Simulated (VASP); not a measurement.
# Sb in VASP: further runs

One slab, Sb, is run at these levels: PBE; tasks: single point.

Everything below comes from runs of VASP 6.6.1. Logs are shortened: lines on timing, memory, paths and dates and some standing lists are left out, and cuts for length are marked.

**1. The structure**

The cell holds a slab with vacuum, 1 atom: a = 3.160 Å, b = 3.160 Å, c = 15.000 Å, α = 90.00°, β = 90.00°, γ = 90.00°.

The slab is cut from a database's or a generator's crystal, which needn't be the stable form of the element.

**2. Single point, PBE**

Contents of INCAR:

```
SYSTEM = Sb
  PREC = Accurate
  ENCUT = 400
  EDIFF = 1E-7
  ISMEAR = 1
  SIGMA = 0.1
  LREAL = .False.
  LASPH = .True.
  NELM = 120
  ALGO = Normal
  ISIF = 2
  LWAVE = .False.
  LCHARG = .False.
  LDIPOL = .True.
  IDIPOL = 3
  DIPOL = 0.5 0.5 0.500
  GGA = PE
  NBANDS = 12
  LVHAR = .True.
  LVACPOTAV = .True.
```

Contents of KPOINTS:

```
regular mesh
0
Gamma
  10 10 1
  0 0 0
```

Contents of POSCAR:

```
Sb
1.0
    3.1600000000      0.0000000000      0.0000000000
    0.0000000000      3.1600000000      0.0000000000
    0.0000000000      0.0000000000     15.0000000000
Sb
1
Direct
    0.0000000000      0.0000000000      0.5000000000
```

Potentials or basis: VASP PAW PBE potentials, release 64 (Sb).

Run with:

```console
$ cat potpaw_PBE.64/Sb/POTCAR > POTCAR
$ mpirun -np 1 vasp_std > vasp.out
```

OUTCAR:

```text
SYSTEM = Sb
   PREC = Accurate
   ENCUT = 400
   EDIFF = 1E-7
   ISMEAR = 1
   LREAL = .False.
   LASPH = .True.
   NELM = 120
   ISIF = 2
   GGA = PE

 Found     21 irreducible k-points:

 Following reciprocal coordinates:
            Coordinates               Weight
  0.000000  0.000000  0.000000      1.000000
  0.100000  0.000000  0.000000      4.000000
  0.200000  0.000000  0.000000      4.000000
  0.300000  0.000000  0.000000      4.000000
  0.400000  0.000000  0.000000      4.000000
  0.500000  0.000000  0.000000      2.000000
   k-points           NKPTS =     21   k-points in BZ     NKDIM =     21   number of bands    NBANDS=     12
   number of dos      NEDOS =    301   number of ions     NIONS =      1
   total plane-waves  NPLWV =  56448
   dimension x,y,z NGX =    24 NGY =   24 NGZ =   98
   dimension x,y,z NGXF=    48 NGYF=   48 NGZF=  196
   ions per type =               1
   NGX,Y,Z   is equivalent  to a cutoff of  12.63, 12.63, 10.86 a.u.
   NGXF,Y,Z  is equivalent  to a cutoff of  25.25, 25.25, 21.72 a.u.
 SYSTEM =  Sb
   PREC   = accura    normal or accurate (medium, high low for compatibility)
   ISTART =      0    job   : 0-new  1-cont  2-samecut
   ICHARG =      2    charge: 1-file 2-atom 10-const
   ISPIN  =      1    spin polarized calculation?
   LNONCOLLINEAR =      F non collinear calculations
   LSORBIT =      F    spin-orbit coupling
   LASPH  =      T    aspherical Exc in radial PAW
   ENCUT  =  400.0 eV  29.40 Ry    5.42 a.u.   5.15  5.15 24.46*2*pi/ulx,y,z
   NELM   =    120;   NELMIN=  2; NELMDL= -5     # of ELM steps
   EDIFF  = 0.1E-06   stopping-criterion for ELM
   LREAL  =      F    real-space projection
   EDIFFG = 0.1E-05   stopping-criterion for IOM
   NSW    =      0    number of steps for IOM
   IBRION =     -1    ionic relax: 0-MD 1-quasi-New 2-CG
   NFREE  =      0    steps in history (QN), initial steepest desc. (CG)
   ISIF   =      2    stress and relaxation
   ISYM   =      2    0-nonsym 1-usesym 2-fastsym
   POTIM  = 0.5000    time-step for ionic-motion
   TEBEG  =    0.0;   TEEND  =   0.0 temperature during run
   PSTRESS=    0.0 pullay stress
   NELECT =       5.0000    total number of electrons
   NUPDOWN=      -1.0000    fix difference up-down
   EMIN   =  10.00;   EMAX   =-10.00  energy-range for DOS
   EFERMI =   0.00;   METHOD = LEGACY
   ISMEAR =     1;   SIGMA  =   0.10  broadening in eV -4-tet -1-fermi 0-gaus
   EFERMI_NEDOS =   21; number of points for ismear=-14 and -15
   IALGO  =     38    algorithm
   IMIX   =      4    mixing-type and parameters
     AMIX     =   0.40;   BMIX     =  1.00
     AMIX_MAG =   1.60;   BMIX_MAG =  1.00
  volume/ion in A,a.u.               =     149.78      1010.79
  Fermi-wavevector in a.u.,A,eV,Ry     =   0.527120  0.996113  3.780457  0.277856
  Thomas-Fermi vector in A             =   1.548135
   LORBIT       =      0    0 simple, 1 ext, 2 COOP (PROOUT), +10 PAW based schemes
   GGA     = PE    functional components
   LHFCALC =     F    Hartree Fock is set to
   AEXX    =    0.0000 exact exchange contribution
   IVDW    =     0    specifies the selected vdW correction
   LEPSILON=     F    determine dielectric tensor
   LRPA    =     F    only Hartree local field effects (RPA)
 non-spin polarized calculation
 Methfessel and Paxton  Order N= 1 SIGMA  =   0.10
  energy-cutoff  :      400.00
  volume of cell :      149.78
 maximum number of plane-waves:      2742
 NGX is ok and might be reduce to    24
   NGX = 11   NGY = 11   NGZ = 49

 number of electron       5.0000000 magnetization

 dipolmoment           0.000000      0.000000     -0.000000 electrons x Angstroem

 Free energy of the ion-electron system (eV)
  ---------------------------------------------------
  ext. energy  EPLUGINS =         0.00000000
  ---------------------------------------------------
  free energy    TOTEN  =        -3.45336166 eV

  energy without entropy =       -3.45195443  energy(sigma->0) =       -3.45289258

 E-fermi :  -2.4449     XC(G=0):  -2.8937

 val. band max:       -2.5247169854   @ k =   0.5000   0.0000   0.0000
 cond. band min:      -2.4229570110   @ k =   0.4000   0.3000   0.0000
 fundamental gap:      0.1017599745
 Fermi energy:        -2.4448759816

 k-point     1 :       0.0000    0.0000    0.0000
  band No.  band energies     occupation
      1     -13.1327      2.00000
      2      -4.6543      2.00000
      3       1.1146      0.00000
      4       1.7724      0.00000
      5       1.7724      0.00000
      6       2.2963      0.00000
      7       2.7662      0.00000
      8       5.0853      0.00000
      9       5.4052      0.00000
     10       5.5453      0.00000
     11       6.8520      0.00000
     12       9.2648      0.00000

 k-point     2 :       0.1000    0.0000    0.0000
  band No.  band energies     occupation
      1     -12.9951      2.00000
      2      -4.5169      2.00000
      3       0.3307      0.00000
      4       1.2647      0.00000
      5       1.9056      0.00000
      6       2.4404      0.00000
      7       2.9153      0.00000
      8       5.2155      0.00000
      9       5.5505      0.00000
     10       6.1146      0.00000
     11       7.9668      0.00000
     12       8.5965      0.00000
[... 31 lines left out ...]
 k-point     5 :       0.4000    0.0000    0.0000
  band No.  band energies     occupation
      1     -11.2335      2.00000
      2      -5.8256      2.00000
      3      -2.8555      2.00000
      4       2.6382      0.00000
      5       3.3684      0.00000
      6       3.4662      0.00000
      7       4.8819      0.00000
      8       5.1437      0.00000
      9       6.4055      0.00000
     10       7.4395      0.00000
     11       7.6673      0.00000
     12       7.9871      0.00000

 k-point     6 :       0.5000    0.0000    0.0000
  band No.  band energies     occupation
      1     -10.8450      2.00000
      2      -6.5369      2.00000
      3      -2.5247      1.97928
      4       2.0906      0.00000
      5       3.6119      0.00000
      6       4.5930      0.00000
      7       5.0076      0.00000
      8       5.9135      0.00000
      9       6.4345      0.00000
     10       6.4499      0.00000
     11       6.5578      0.00000
     12       8.4531      0.00000

 [... further k-points ...]

------------------------ aborting loop because EDIFF is reached ----------------------------------------

  FORCE on cell =-STRESS in cart. coord.  units (eV):
  Direction    XX          YY          ZZ          XY          YZ          ZX
  --------------------------------------------------------------------------------------
  -------------------------------------------------------------------------------------
  Total       -1.9793595     -1.9793595     -0.0020656      0.0000000      0.0000000      0.0000000
  in kB      -21.1723875    -21.1723875     -0.0220948      0.0000000      0.0000000      0.0000000
  external PRESSURE =     -14.1222899 kB  Pullay stress =       0.0000000 kB

 VOLUME and BASIS-vectors are now :
 -----------------------------------------------------------------------------
  energy-cutoff  :      400.00
  volume of cell :      149.78
      direct lattice vectors                 reciprocal lattice vectors
     3.160000000  0.000000000  0.000000000     0.316455696  0.000000000  0.000000000
     0.000000000  3.160000000  0.000000000     0.000000000  0.316455696  0.000000000
     0.000000000  0.000000000 15.000000000     0.000000000  0.000000000  0.066666667

 POSITION                                       TOTAL-FORCE (eV/Angst)
 -----------------------------------------------------------------------------------
      0.00000      0.00000      7.50000         0.000000      0.000000      0.000000
 -----------------------------------------------------------------------------------
    total drift:                               -0.000000     -0.000000     -0.000000

  FREE ENERGIE OF THE ION-ELECTRON SYSTEM (eV)
  ---------------------------------------------------
  free  energy   TOTEN  =        -3.4533616637 eV

  energy  without entropy=       -3.4519544267  energy(sigma->0) =       -3.45289258

 vacuum level on the upper side and lower side of the slab         2.369         2.369
```

stdout:

```text
POSCAR found type information on POSCAR Sb
 POSCAR found :  1 types and       1 ions
 scaLAPACK will be used
 LDA part: xc-table for (Slater+PW92), standard interpolation
 POSCAR, INCAR and KPOINTS ok, starting setup
 FFT: planning ... GRIDC
 FFT: planning ... GRID_SOFT
 FFT: planning ... GRID
 WAVECAR not read
 entering main loop
 -----------------------------------------------------------------------------
|                                                                             |
|           W    W    AA    RRRRR   N    N  II  N    N   GGGG   !!!           |
|           W    W   A  A   R    R  NN   N  II  NN   N  G    G  !!!           |
|           W    W  A    A  R    R  N N  N  II  N N  N  G       !!!           |
|           W WW W  AAAAAA  RRRRR   N  N N  II  N  N N  G  GGG   !            |
|           WW  WW  A    A  R   R   N   NN  II  N   NN  G    G                |
|           W    W  A    A  R    R  N    N  II  N    N   GGGG   !!!           |
|                                                                             |
|     Did not find any points to average over, which means that no vacuum     |
|     field-free region was found. Please increase the size of  your cell     |
|     in the dimension of the dipole correction to obtain accurate            |
|     workfunction values.                                                    |
|                                                                             |
 -----------------------------------------------------------------------------
```

It took 19 s on 1 thread of Intel Xeon Platinum 8559C (Emerald Rapids), shared host; peak memory 0.21 GiB.

The run converged, but some of its settings lie outside the range that counts as converged, so its numbers aren't taken as properties of the slab.

What came out:

* Free energy: -3.4534 eV
* Band gap on the k mesh: none (metal or under the smearing width)
* Work function of the upper face: 4.81 eV
* Work function of the lower face: 4.81 eV

**3. Single point, PBE**

This run uses another cell than the first one, of 99.86 Å³/atom, 0.667 times its volume.

INCAR is that of step 2.

Contents of KPOINTS:

```
regular mesh
0
Gamma
  13 13 1
  0 0 0
```

POSCAR, as its differences from that of step 2:

```diff
@@ -4,3 +4,3 @@
     0.0000000000      3.1600000000      0.0000000000
-    0.0000000000      0.0000000000     15.0000000000
+    0.0000000000      0.0000000000     10.0000000000
 Sb
```

Potentials or basis: VASP PAW PBE potentials, release 64 (Sb).

Run with:

```console
$ cat potpaw_PBE.64/Sb/POTCAR > POTCAR
$ mpirun -np 1 vasp_std > vasp.out
```

OUTCAR:

```text
SYSTEM = Sb
   PREC = Accurate
   ENCUT = 400
   EDIFF = 1E-7
   ISMEAR = 1
   LREAL = .False.
   LASPH = .True.
   NELM = 120
   ISIF = 2
   GGA = PE

 Found     28 irreducible k-points:

 Following reciprocal coordinates:
            Coordinates               Weight
  0.000000  0.000000  0.000000      1.000000
  0.076923  0.000000  0.000000      4.000000
  0.153846  0.000000  0.000000      4.000000
  0.230769  0.000000  0.000000      4.000000
  0.307692  0.000000  0.000000      4.000000
[... 171 lines left out ...]

  FORCE on cell =-STRESS in cart. coord.  units (eV):
  Direction    XX          YY          ZZ          XY          YZ          ZX
  --------------------------------------------------------------------------------------
  -------------------------------------------------------------------------------------
  Total       -1.8931149     -1.8931149      0.0115353      0.0000000     -0.0000000      0.0000000
  in kB      -30.3747971    -30.3747971      0.1850821      0.0000000     -0.0000000      0.0000000
  external PRESSURE =     -20.1881707 kB  Pullay stress =       0.0000000 kB

 VOLUME and BASIS-vectors are now :
 -----------------------------------------------------------------------------
  energy-cutoff  :      400.00
  volume of cell :       99.86
      direct lattice vectors                 reciprocal lattice vectors
     3.160000000  0.000000000  0.000000000     0.316455696  0.000000000  0.000000000
     0.000000000  3.160000000  0.000000000     0.000000000  0.316455696  0.000000000
     0.000000000  0.000000000 10.000000000     0.000000000  0.000000000  0.100000000

 POSITION                                       TOTAL-FORCE (eV/Angst)
 -----------------------------------------------------------------------------------
      0.00000      0.00000      5.00000         0.000000      0.000000      0.000000
 -----------------------------------------------------------------------------------
    total drift:                                0.000000      0.000000     -0.000000

  FREE ENERGIE OF THE ION-ELECTRON SYSTEM (eV)
  ---------------------------------------------------
  free  energy   TOTEN  =        -3.4217057869 eV

  energy  without entropy=       -3.4193734998  energy(sigma->0) =       -3.42092836

 vacuum level on the upper side and lower side of the slab         3.533         3.533
```

OSZICAR:

```text
N       E                     dE             d eps       ncg     rms          rms(c)
DAV:   1     0.153822618904E+02    0.15382E+02   -0.12155E+03   672   0.200E+02
DAV:   2    -0.254542690544E+01   -0.17928E+02   -0.16835E+02   876   0.480E+01
DAV:   3    -0.341006179676E+01   -0.86463E+00   -0.85428E+00   856   0.116E+01
DAV:   4    -0.342550479020E+01   -0.15443E-01   -0.15440E-01   776   0.189E+00
DAV:   5    -0.342610898279E+01   -0.60419E-03   -0.60419E-03   952   0.381E-01    0.133E+00
DAV:   6    -0.342216970242E+01    0.39393E-02   -0.32703E-03   792   0.210E-01    0.745E-01
DAV:   7    -0.342163904664E+01    0.53066E-03   -0.44477E-03   760   0.245E-01    0.827E-02
DAV:   8    -0.342166095958E+01   -0.21913E-04   -0.50304E-04   716   0.922E-02    0.334E-02
DAV:   9    -0.342162646970E+01    0.34490E-04   -0.15370E-05   808   0.182E-02    0.242E-02
DAV:  10    -0.342162573213E+01    0.73757E-06   -0.15067E-04   680   0.327E-02    0.299E-02
DAV:  11    -0.342164225412E+01   -0.16522E-04   -0.59989E-06   732   0.106E-02    0.204E-02
DAV:  12    -0.342169832528E+01   -0.56071E-04   -0.19331E-05   712   0.155E-02    0.153E-02
DAV:  13    -0.342169882508E+01   -0.49980E-06   -0.16579E-06   820   0.437E-03    0.646E-03
DAV:  14    -0.342170528024E+01   -0.64552E-05   -0.79904E-07   740   0.288E-03    0.293E-03
DAV:  15    -0.342170571871E+01   -0.43847E-06   -0.35499E-08   804   0.627E-04    0.132E-03
DAV:  16    -0.342170578689E+01   -0.68182E-07   -0.79233E-09   760   0.280E-04
   1 F= -.34217058E+01 E0= -.34209284E+01  d E =-.233229E-02
```

stdout:

```text
POSCAR found type information on POSCAR Sb
 POSCAR found :  1 types and       1 ions
 scaLAPACK will be used
 LDA part: xc-table for (Slater+PW92), standard interpolation
 POSCAR, INCAR and KPOINTS ok, starting setup
 FFT: planning ... GRIDC
 FFT: planning ... GRID_SOFT
 FFT: planning ... GRID
 WAVECAR not read
 entering main loop
 -----------------------------------------------------------------------------
|                                                                             |
|           W    W    AA    RRRRR   N    N  II  N    N   GGGG   !!!           |
|           W    W   A  A   R    R  NN   N  II  NN   N  G    G  !!!           |
|           W    W  A    A  R    R  N N  N  II  N N  N  G       !!!           |
|           W WW W  AAAAAA  RRRRR   N  N N  II  N  N N  G  GGG   !            |
|           WW  WW  A    A  R   R   N   NN  II  N   NN  G    G                |
|           W    W  A    A  R    R  N    N  II  N    N   GGGG   !!!           |
|                                                                             |
|     Did not find any points to average over, which means that no vacuum     |
|     field-free region was found. Please increase the size of  your cell     |
|     in the dimension of the dipole correction to obtain accurate            |
|     workfunction values.                                                    |
|                                                                             |
 -----------------------------------------------------------------------------
```

Wall time 16 s (1 thread of Intel Xeon Platinum 8559C (Emerald Rapids), shared host); peak memory 0.18 GiB.

These settings aren't checked as converged: the numbers below hold their error.

Results:

```yaml
Free_energy: -3.4217 eV
Band_gap_on_the_k_mesh: none (metal or under the smearing width)
Work_function_of_the_upper_face: 4.91 eV
Work_function_of_the_lower_face: 4.91 eV
```

[end of part 1 of 2]
